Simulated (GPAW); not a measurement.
ZrSe2:

```
Zr Se
1.0
     3.79800    0.00000    0.00000
    -1.89900    3.28916    0.00000
     0.00000    0.00000    6.19200
Zr Se
1 2
Cartesian
  0.0000 0.0000 0.0000
  1.8990 1.0964 4.6440
  0.0000 2.1928 1.5480
```

* Program: GPAW 26.7.0
* Task: relaxation of cell and atoms
* Functional: PBE
* Dispersion: D4
* Potentials or basis: GPAW PAW data sets (gpaw-data 1.2.1)
* Cutoff: 600 eV
* Basis: pw
* k mesh: 6 × 6 × 3
* Occupations: fermi-dirac, width 0.05 eV
* Spin: no spin polarisation

At the start: pressure -0.1 GPa; volume 25.78 Å³/atom.

Task: Where does the relaxation end?

Result: Over 12 steps the energy falls by 4.9 meV/atom and the volume is 24.86 Å³/atom (-3.6 %); space group P-3m1 (No. 164, to 0.05 Å).

Step by step:
```tsv
step	energy change (eV)	largest force (eV/Å)	pressure (GPa)	volume (Å³)
1	0.0000	0.2529	-0.11	77.35
2	-0.0022	0.2140	-0.25	77.33
3	-0.0098	0.0318	-0.98	76.99
4	-0.0107	0.0380	-0.89	76.78
5	-0.0130	0.0036	-0.15	75.70
6	-0.0131	0.0210	-0.04	75.61
7	-0.0133	0.0424	0.08	75.49
8	-0.0136	0.0635	0.21	75.27
9	-0.0141	0.0743	0.32	74.89
10	-0.0146	0.0532	0.26	74.58
11	-0.0147	0.0178	0.10	74.53
12	-0.0148	0.0014	0.01	74.58
```

Final structure:
```cif
data_structure
_symmetry_space_group_name_H-M 'P 1'
_symmetry_Int_Tables_number 1
_cell_length_a 3.7564
_cell_length_b 3.7564
_cell_length_c 6.1029
_cell_angle_alpha 90.000
_cell_angle_beta 90.000
_cell_angle_gamma 120.000
_cell_volume 74.58
loop_
_atom_site_label
_atom_site_type_symbol
_atom_site_fract_x
_atom_site_fract_y
_atom_site_fract_z
_atom_site_occupancy
Zr1 Zr 0.00000 0.00000 0.00000 1
Se1 Se 0.66667 0.33333 0.73983 1
Se2 Se 0.33333 0.66667 0.26017 1
```

Caveat: later steps reuse the first step's grids.
